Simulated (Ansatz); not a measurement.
# Te2Mo (P6_3/mmc) in Ansatz: settings compared, part 2 of 2

Ansatz 0.2.0.

## 3. Band structure, revPBE

The input, input.yaml:

```yaml
crystal:
  lattice:
    - [3.5182, 0.0, 0.0]
    - [-1.7591, 3.0468505756, 0.0]
    - [0.0, 0.0, 13.9736]
  atoms:
    - { symbol: Te, position: [0.6666666667, 0.3333333333, 0.379] }
    - { symbol: Te, position: [0.3333333333, 0.6666666667, 0.879] }
    - { symbol: Te, position: [0.6666666667, 0.3333333333, 0.121] }
    - { symbol: Te, position: [0.3333333333, 0.6666666667, 0.621] }
    - { symbol: Mo, position: [0.6666666667, 0.3333333333, 0.75] }
    - { symbol: Mo, position: [0.3333333333, 0.6666666667, 0.25] }
hamiltonian:
  xc: revpbe
  pseudopotentials: { kind: paw }
kpoints:
  mp_grid: { grid: [9, 9, 2] }
  band_path:
    path:
      - [[0.0, 0.0, 0.0], [0.5, 0.0, 0.0], [0.3333333333, 0.3333333333, 0.0], [0.0, 0.0, 0.0], [0.0, 0.0, 0.5], [0.5, 0.0, 0.5], [0.3333333333, 0.3333333333, 0.5], [0.0, 0.0, 0.5]]
      - [[0.5, 0.0, 0.5], [0.5, 0.0, 0.0]]
      - [[0.3333333333, 0.3333333333, 0.0], [0.3333333333, 0.3333333333, 0.5]]
    npoints: 14
scf:
  occupations: { method: fermi_dirac, width: 0.05 }
  n_extra_bands: 15
output:
  forces: true
  stress: true
  eigenvalues: true
  fatbands: true
```

Potentials or basis: Ansatz PAW.

On the command line:

```bash
> ansatz run input.yaml --threads 2 --pin off --max-ram 5632MiB --backend cpu --events-out ev --progress --plain --runs-dir out
```

The log of the run:

```text
Warning: RAYON_NUM_THREADS=2 ignored (pool sized by the plan → 2); use --threads N
scf.n_extra_bands = 15 over 46 filled bands (N_el = 92.0): the run solves 61 bands
Engine: ansatz 0.2.0, aarch64-unknown-linux-gnu
Pseudopotentials: kind: paw
Pseudopotential: Te, paw, valence charge 16, recommended cutoff 420 eV (normal), Te.paw.azcp
Pseudopotential: Mo, paw, valence charge 14, recommended cutoff 420 eV (normal), Mo.paw.azcp
Functional definition: revPBE
  parameter kappa = 1.245
  parameter beta = 0.06672455060314922
  exchange = pbe_x(kappa = kappa, mu = beta*pi^2/3)
  correlation = pbe_c(beta = beta)
Crystal: 6 atoms, lattice volume = 149.789 Å³
Basis set: ecut = 420 eV, 2909 PW (Γ), exchange–correlation on 48×48×192 points (8 copies of the dense FFT grid, shifted against one another)
Bands: 61, of which v1, the nominal top of the filled ones, is band 46 counted from 1 (45 counted from 0)
Symmetry: 24 space group operations
Space group: P63/mmc (ITA 194), of the structure as read, at distance tolerance 5.3e-5 Å
k-points: 24 of 162
Non-local potential: Te, projectors of the file, l = 0: 2, l = 1: 2, l = 2: 2, l = 3: 2
Non-local potential: Mo, projectors of the file, l = 0: 3, l = 1: 2, l = 2: 2, l = 3: 1
PAW form: soft (Blöchl's): semilocal exchange-correlation on the pseudo side does not see the compensation charge
PAW frozen core: Te, regenerated for the run's functional, and the local potential with it (the file was generated under x = pbe(κ = 0.804, μ = 0.2195149727645171), c = pbe(β = 0.06672455060314922))
PAW frozen core: Mo, regenerated for the run's functional, and the local potential with it (the file was generated under x = pbe(κ = 0.804, μ = 0.2195149727645171), c = pbe(β = 0.06672455060314922))
PAW one-centre angular grid: Te, 590 points (default); XC on 64 Gauss nodes
PAW one-centre angular grid: Mo, 590 points (default); XC on 64 Gauss nodes
Initial density: superposition of atomic densities (neutral atoms: chi_scale 0, normalization atom), corrected by the library's trained network
Initial wavefunctions: pseudopotential atomic-orbital guess
Functional: x = revpbe(κ = 1.245, μ = 0.2195149727645171), c = pbe(β = 0.06672455060314922)
SCF iter   1: F=—  HF=-37868.471007 eV  |F-HF|=—  |Δ(HF+E_count)|=         —  Δρ=4.34e-3  dr2=8.97e-3  ethr=1.77e-3  ⟨swp⟩=6.7  Hψ=5981  notcnv=0  defer=29
preconditioner: auto → Resta (q_TF=auto, 2.515 Å⁻¹)  ε∞=5.1  [insulator: Δε(μ)=0.807 eV  Ē_g=8.981 eV  σ=0.050 eV  W_gap=1.00  n_scr=52 (ndim 8)  ℏωp=18.2 eV  f_vac=0.021  D(μ)=0.00/eV (n_scr^D=0)  ε∞_Penn≈5.1]
SCF iter   2: F=—  HF=-37868.480271 eV  |F-HF|=—  |Δ(HF+E_count)|=   9.26e-3  Δρ=2.50e-3  dr2=2.98e-3  ethr=9.75e-6  ⟨swp⟩=2.0  Hψ=2206  notcnv=0  defer=92
SCF iter   3: F=—  HF=-37868.485655 eV  |F-HF|=—  |Δ(HF+E_count)|=   5.38e-3  Δρ=1.01e-3  dr2=3.67e-3  ethr=3.24e-6  ⟨swp⟩=2.0  Hψ=1988  notcnv=0  defer=92
SCF iter   4: F=—  HF=-37868.485515 eV  |F-HF|=—  |Δ(HF+E_count)|=   1.40e-4  Δρ=1.91e-4  dr2=8.86e-5  ethr=3.24e-6  ⟨swp⟩=2.0  Hψ=1491  notcnv=0  defer=92
SCF iter   5: F=—  HF=-37868.485619 eV  |F-HF|=—  |Δ(HF+E_count)|=   1.04e-4  Δρ=7.66e-5  dr2=7.87e-6  ethr=9.63e-8  ⟨swp⟩=2.0  Hψ=1655  notcnv=0  defer=92
SCF iter   6: F=—  HF=-37868.485638 eV  |F-HF|=—  |Δ(HF+E_count)|=   1.97e-5  Δρ=1.54e-5  dr2=7.91e-7  ethr=8.56e-9  ⟨swp⟩=2.0  Hψ=1757  notcnv=0  defer=92
SCF iter   7: F=-37868.485639 eV  HF=-37868.485639 eV  |F-HF|=1.16e-8  |Δ(HF+E_count)|=   5.50e-7  Δρ=3.90e-6  dr2=2.82e-8  ethr=1.09e-10  ⟨swp⟩=10.2  Hψ=7295  notcnv=0
SCF 1 converged in 7 iterations: F = -37868.485639 eV  dr2 = 2.82e-8
NSCF: frozen V_eff on 129 k-points
SCF converged after 7 iterations
Free energy (F): -37868.485639 eV
Harris-Foulkes:  -37868.485639 eV  (|F-HF|=1.16e-8)
Internal energy: -37868.485617 eV  (E = F + TS)
E sigma→0 (E₀):  -37868.485628 eV
Entropy (-TS):   -0.000022 eV (-0.004 meV/atom)
Fermi energy:    12.923629 eV
--- Per-component energies (eV) ---
  E_band       = -1138.875273
  E_kinetic    = 1608.933039
  E_local      = -7390.034297  (includes V_loc(G=0)·N_el)
  E_nonlocal   = -956.784073
  E_hartree    = 4141.474411
  E_xc         = -866.642839
  E_vxc        = -876.806222  (∫ρ·V_xc dr)
  E_paw        = -25088.567198  (= ΣΔE_a)
  E_vpaw       = -1807.126778  (= ΣTr[D̂ρ^β])
  E_aug_tail   = -0.000584  (compensation charges beyond the density's cutoff)
  E_ewald      = -9316.621616
  E_core_change = -0.242460  (= ΣΔE_core)
  E_smearing   = -0.000022  (= −TS)
  E_closure    = 0.000000  (closes the sum)
  Σ components = -37868.485639   (vs F -37868.485639, Δ=0.00e0)
--- Forces (eV/Å), atoms counted from 1 ---
  atom   1  Te     0.00000000    -0.00000000     0.23449996
  atom   2  Te     0.00000000     0.00000000     0.23449996
  atom   3  Te     0.00000000    -0.00000000    -0.23449996
  atom   4  Te     0.00000000     0.00000000    -0.23449996
  atom   5  Mo     0.00000000    -0.00000000     0.00000000
  atom   6  Mo    -0.00000000     0.00000000     0.00000000
  max |Σ_I F_I| component: 1.04e-17 eV/Å
--- Stress (GPa, compression-positive) ---
        4.060975      -0.000000       0.000000
        0.000000       4.060975       0.000000
        0.000000       0.000000       4.882809
  P = ⅓ Tr σ = 4.3349 GPa (43.349 kbar)
--- Band table (eV; the first three rows and the last of 24) ---
  k-point 0: bands = ["-48.2732", "-48.2732", "-24.1958", "-24.1958", "-24.1955", "-24.1955", "-24.1846", "-24.1846", "-24.1843", "-24.1843", "-24.1292", "-24.1292", "-24.1277", "-24.1277", "-24.1184", "-24.1184", "-24.1170", "-24.1170", "-24.1072", "-24.1058", "-24.0982", "-24.0967", "-22.4367", "-22.4367", "-22.2927", "-22.2927", "-22.2927", "-22.2927", "-0.4796", "-0.1571", "0.3752", "0.8803", "6.6659", "7.9586", "9.4565", "10.7210", "10.7210", "10.7367", "10.7367", "11.4988", "11.4988", "11.5037", "11.5341", "11.5341", "12.2176", "12.5458", "15.4519", "15.4519", "15.5850", "15.5850", "15.6776", "15.6776", "15.9328", "15.9328", "18.3069", "18.7512", "19.7223", "20.2046", "20.8870", "21.4416", "21.4416"]
  k-point 1: bands = ["-48.2732", "-48.2732", "-24.1956", "-24.1956", "-24.1956", "-24.1956", "-24.1845", "-24.1845", "-24.1845", "-24.1845", "-24.1285", "-24.1285", "-24.1285", "-24.1285", "-24.1177", "-24.1177", "-24.1177", "-24.1177", "-24.1065", "-24.1065", "-24.0974", "-24.0974", "-22.4367", "-22.4367", "-22.2927", "-22.2927", "-22.2927", "-22.2927", "-0.3563", "-0.3563", "0.6623", "0.6623", "7.1642", "7.1642", "10.5281", "10.5281", "10.7287", "10.7287", "10.7287", "10.7287", "11.5166", "11.5166", "11.5166", "11.5166", "12.4634", "12.4634", "15.4897", "15.4897", "15.4897", "15.4897", "15.8333", "15.8333", "15.8333", "15.8333", "18.6148", "18.6148", "20.4335", "20.4335", "20.5203", "20.5203", "21.6521"]
  k-point 2: bands = ["-48.2721", "-48.2721", "-24.1946", "-24.1943", "-24.1930", "-24.1927", "-24.1865", "-24.1862", "-24.1821", "-24.1819", "-24.1303", "-24.1297", "-24.1287", "-24.1284", "-24.1217", "-24.1203", "-24.1187", "-24.1172", "-24.1060", "-24.1048", "-24.0968", "-24.0954", "-22.4286", "-22.4285", "-22.3093", "-22.3093", "-22.2958", "-22.2958", "-0.3055", "0.0143", "0.5042", "0.9929", "6.8578", "8.1392", "9.3643", "10.3339", "10.3705", "10.8568", "10.8838", "10.9239", "11.2703", "11.3181", "11.4771", "11.5460", "12.3597", "12.4294", "14.9518", "14.9706", "14.9873", "15.0852", "15.2893", "15.5329", "15.6045", "15.7754", "18.9173", "19.4165", "19.7637", "20.6724", "21.0669", "21.2127", "21.2677"]
  k-point 23: bands = ["-48.2628", "-48.2628", "-24.1994", "-24.1994", "-24.1778", "-24.1778", "-24.1725", "-24.1725", "-24.1720", "-24.1720", "-24.1481", "-24.1481", "-24.1364", "-24.1364", "-24.1235", "-24.1235", "-24.1234", "-24.1234", "-24.0992", "-24.0992", "-24.0848", "-24.0848", "-22.4078", "-22.4078", "-22.3650", "-22.3650", "-22.3595", "-22.3595", "2.0415", "2.0415", "2.2476", "2.2476", "7.7628", "7.7628", "7.9004", "7.9004", "8.5235", "8.5235", "8.9217", "8.9217", "9.7999", "9.7999", "10.5491", "10.5491", "12.3446", "12.3446", "13.5347", "13.5347", "14.1858", "14.1858", "14.9340", "14.9340", "16.1982", "16.1982", "17.5436", "17.5436", "18.3703", "18.3703", "19.8890", "19.8890", "21.4068"]
```

Run time: 31 s. Hardware: 2 threads of Arm Neoverse V1, shared host; peak memory 0.77 GiB.

What came out:

```yaml
Free_energy: -37868.4856 eV
Pressure: 4.3 GPa
Largest_force: 0.234 eV/Å
Band_gap_on_the_k_mesh: 0.80 eV, indirect (least direct gap 1.04 eV)
Band_gap_along_the_path: 0.73 eV, indirect (least direct gap 1.04 eV)
```

Forces on the atoms (eV/Å):
```
Te   0.000  0.000  0.234
Te   0.000  0.000  0.234
Te   0.000  0.000 -0.234
Te   0.000  0.000 -0.234
Mo   0.000  0.000  0.000
Mo   0.000  0.000  0.000
```

Stress tensor (GPa, compression positive):
```
4.06 0.00 0.00
0.00 4.06 0.00
0.00 0.00 4.88
```

Levels at the corners of the path, in eV from the valence-band top:
```csv
point,band 44,band 45,band 46,band 47,band 48,band 49
Γ,-1.01,-0.33,0.00,2.91,2.91,3.04
M,-0.95,-0.60,-0.31,1.27,1.33,1.47
K,-1.84,-0.30,-0.06,0.98,0.98,1.18
Γ,-1.01,-0.33,0.00,2.91,2.91,3.04
A,-1.03,-0.08,-0.08,2.94,2.94,2.94
L,-0.96,-0.46,-0.46,1.30,1.30,1.65
H,-2.00,-0.20,-0.20,0.99,0.99,1.64
A,-1.03,-0.08,-0.08,2.94,2.94,2.94
L,-0.96,-0.46,-0.46,1.30,1.30,1.65
M,-0.95,-0.60,-0.31,1.27,1.33,1.47
K,-1.84,-0.30,-0.06,0.98,0.98,1.18
H,-2.00,-0.20,-0.20,0.99,0.99,1.64
```

Caveat: the k mesh misses the band edges, so the gap on the mesh is wider than the one along the path; spin-orbit coupling is left out, which moves the levels of the heavy elements; this functional lacks dispersion, which binds the layers, so the pressure and a relaxed spacing across them are unreliable; the PAW data sets come from PBE, with cores solved anew for the run's functional, which leaves a small shift of forces and pressure.

## 4. Comparison with measurements

Step 2. Measured gap of Te2Mo: 0.88 eV (indirect; 300 K; quoted in “Broadband infrared study of pressure-tunable Fano resonance and metallization transition in 2H-MoTe2”, 2022, pmc:9569381). This calculation gives 0.74 eV (-0.14 eV). Spin-orbit coupling on Mo, Te is left out. The value is that of RPBE, without temperature or zero-point motion. Semilocal functionals fall short of measured gaps as a rule.

Step 3. Against the measured gap of Te2Mo, 0.88 eV (indirect; 300 K; quoted in “Broadband infrared study of pressure-tunable Fano resonance and metallization transition in 2H-MoTe2”, 2022, pmc:9569381), the calculated 0.73 eV is off by -0.15 eV. Spin-orbit coupling on Mo, Te is left out. The value is that of revPBE, without temperature or zero-point motion. Semilocal functionals fall short of measured gaps as a rule.
